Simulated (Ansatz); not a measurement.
**BeTe: a single-point run**

Wanted: a converged single-point run for BeTe, and a check of what comes out. The structure is shown as the input types it. The cell is built on a prototype (rocksalt) and needn't be the phase found in nature.

Program: Ansatz 0.2.0. Level of theory: density functional or hybrid calculation with the settings of its input, plane waves (as first typed). These are calculated values, not measurements.

3 further runs of the same task are left out: 1 for a known fault of the program, 2 that didn't finish.

### 1 The structure to begin with

It takes space group Fm-3m (No. 225, cubic). The conventional cell has a = 5.366 Å, b = 5.366 Å, c = 5.366 Å, α = 90.00°, β = 90.00°, γ = 90.00°. Be (site symmetry m-3m) has 6 Te at 2.68 Å as nearest neighbours. Te (site symmetry m-3m) has 6 Be at 2.68 Å as nearest neighbours.

The input asks for a charge of -2 e on the cell.

Structure file:

```cif
data_structure
_symmetry_space_group_name_H-M 'Fm-3m'
_symmetry_Int_Tables_number 225
_cell_length_a 5.3665
_cell_length_b 5.3665
_cell_length_c 5.3665
_cell_angle_alpha 90.000
_cell_angle_beta 90.000
_cell_angle_gamma 90.000
_cell_volume 154.55
loop_
_atom_site_label
_atom_site_type_symbol
_atom_site_symmetry_multiplicity
_atom_site_Wyckoff_symbol
_atom_site_fract_x
_atom_site_fract_y
_atom_site_fract_z
_atom_site_occupancy
Be1 Be 4 a 0.00000 0.00000 0.00000 1
Te1 Te 4 b 0.50000 0.00000 0.00000 1
```

### 2 The calculation

input.yaml

```yaml
crystal:
  lattice:
    - [0.0, 2.6832298771, 2.6832298771]
    - [2.6832298771, 0.0, 2.6832298771]
    - [2.6832298771, 2.6832298771, 0.0]
  atoms:
    - { symbol: Be, position: [0.0, 0.0, 0.0] }
    - { symbol: Te, position: [0.5, 0.5, 0.5] }
kpoints:
  mp_grid: { grid: [4, 4, 4] }
hamiltonian:
  xc: hse06
scf:
  occupations: { method: fermi_dirac, width: 0.02 }
  n_extra_bands: 4
  max_iter: 50
output:
  forces: true
  stress: true
  eigenvalues: true
total_charge: -2
```

Run with:

```sh
> ansatz run input.yaml --threads 4 --pin off --max-ram 3686MiB --backend cpu --events-out ev --progress --plain --runs-dir out
```

What happens when this is run?

This run ends as converged, with warnings (filled band counts differ across k points, stress exchange threshold loose, stress scf threshold loose). Its log warns: «output.stress: scf.convergence.dr2_threshold = 1e-7 eV (the SCF's general default) is looser than the 2e-10 eV advised for a printed stress (1e-10 eV for each atom of the ...»

In the input, total_charge is -2. With this charge the calculation describes a differently charged system.

Run again and compare: delete total_charge (the default then holds).
